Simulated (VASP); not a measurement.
Crystal: Mn.

```
CELL_PARAMETERS angstrom
2.33246 0.00000 0.00000
0.00000 2.33246 0.00000
0.00000 0.00000 2.33246
ATOMIC_POSITIONS crystal
Mn 0.00000 0.00000 0.00000
```

The cell was built by a generator and needn't be a form met in nature.

```yaml
Program: VASP 6.6.1
Task: relaxation of cell and atoms
Functional: BLYP
Potentials_or_basis: VASP PAW PBE potentials, release 64 (Mn_pv)
Cutoff: 600 eV
k_mesh: 13 × 13 × 13
Occupations: fermi-dirac, width 0.1 eV
Spin: no spin polarisation
```

At the start: pressure -4.0 GPa; volume 12.69 Å³/atom.

Task: Where does the relaxation end?

Result: Over 3 steps the energy falls by 3.6 meV/atom and the volume is 12.40 Å³/atom (-2.2 %); space group Pm-3m (No. 221, to 0.05 Å).

Step by step:
```
step  energy change (eV)  largest force (eV/Å)  pressure (GPa)  volume (Å³)
   1              0.0000                0.0000           -4.02        12.69
   2              0.0007                0.0000            5.03        12.11
   3             -0.0036                0.0000           -0.06        12.40
```

Final structure:
```
Mn
1.0
     2.31487    0.00000    0.00000
     0.00000    2.31487    0.00000
     0.00000    0.00000    2.31487
Mn
1
Direct
  0.00000 0.00000 0.00000
```

Caveat: the PAW data sets were made with another functional, which shifts forces and pressure a little; the run has no spin polarisation, though such a crystal can be magnetic.
